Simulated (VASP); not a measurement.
**Pt: relaxation of cell and atoms with r2SCAN**

The system is Pt.

```
CELL_PARAMETERS angstrom
0.00000 1.97172 1.97172
1.97172 0.00000 1.97172
1.97172 1.97172 0.00000
ATOMIC_POSITIONS crystal
Pt 0.00000 0.00000 0.00000
```

```yaml
Program: VASP 6.6.1
Task: relaxation of cell and atoms
Functional: r2SCAN
Potentials_or_basis: VASP PAW PBE potentials, release 64 (Pt)
Cutoff: 520 eV
k_mesh: 18 × 18 × 18
Occupations: gaussian, width 0.1 eV
Spin: no spin polarisation
Further_INCAR_settings: ALGO = Normal; EDIFF = 1e-07; IBRION = 2; EDIFFG = -0.002; NSW = 80; ISIF = 3
```

- Pressure after relaxing: 0.0 GPa
- Band gap on the k mesh: none (metal or under the smearing width)

Final structure:
```
Pt
1.0
     0.00000    1.97172    1.97172
     1.97172    0.00000    1.97172
     1.97172    1.97172    0.00000
Pt
1
Direct
  0.00000 0.00000 0.00000
```

Levels at points of the mesh, in eV from the Fermi level:
| k point | band 3 | band 4 | band 5 | band 6 | band 7 | band 8 |
| --- | --- | --- | --- | --- | --- | --- |
| (0.00, 0.00, 0.00) | -3.82 | -3.82 | -1.71 | -1.71 | 15.53 | 20.60 |
| (0.50, 0.00, 0.00) | -3.91 | -0.24 | 0.02 | 0.02 | 6.03 | 15.17 |
| (0.50, 0.50, 0.00) | -0.06 | 0.50 | 0.50 | 1.98 | 9.16 | 11.97 |

Wall time 43 s on 1 thread of Intel(R) Xeon(R) 6975P-C (Granite Rapids) (shared host), peak memory 0.17 GiB.

Caveat: the relaxation stopped at its first step, so nothing moved; the PAW data sets were made with another functional, which shifts forces and pressure a little. The run has no spin-orbit coupling, so splittings on Pt are missing.
